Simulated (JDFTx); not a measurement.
Runs of JDFTx 1.7.0 (patched build) on CuO. The typed cell holds 2 atoms: a = 2.993 Å, b = 2.993 Å, c = 2.993 Å, α = 60.00°, β = 60.00°, γ = 60.00°. The cell comes from a database or a generator and needn't be the stable form of this composition.

```tsv
level	gap on the mesh (eV)	pressure (GPa)	largest force (eV/Å)
PBE+D3(BJ)	none	13.0	0.93
PBE+D2	none	(a)	0.88
PBE+D3	none	14.1	0.93
PBE	none	(b)	0.93
```

Alike in all rows: task single point; potentials or basis PseudoDojo-SR-PBE-0.5-standard with smoothed tails; no spin polarisation; cell as given; k mesh 7 × 7 × 7; cutoff (eV) 1252; smearing fermi-dirac 0.05 eV; the mesh is coarse, so values aren't converged.

Task: Fill in the values left out.

Result: (a) 17.6; (b) 18.2.

Caveats: all runs use coarse meshes; an odd number of electrons without spin polarisation forces a metal; a magnetic or distorted state may lie lower; the run has no spin polarisation, though such a crystal can be magnetic; semilocal functionals often make such compounds metallic where correlation or magnetic order opens a gap, which also shifts bond lengths; pairwise dispersion overbinds metals, which lowers pressure and volume (some runs).

A gap of «none» marks a metal or a gap under the smearing width.
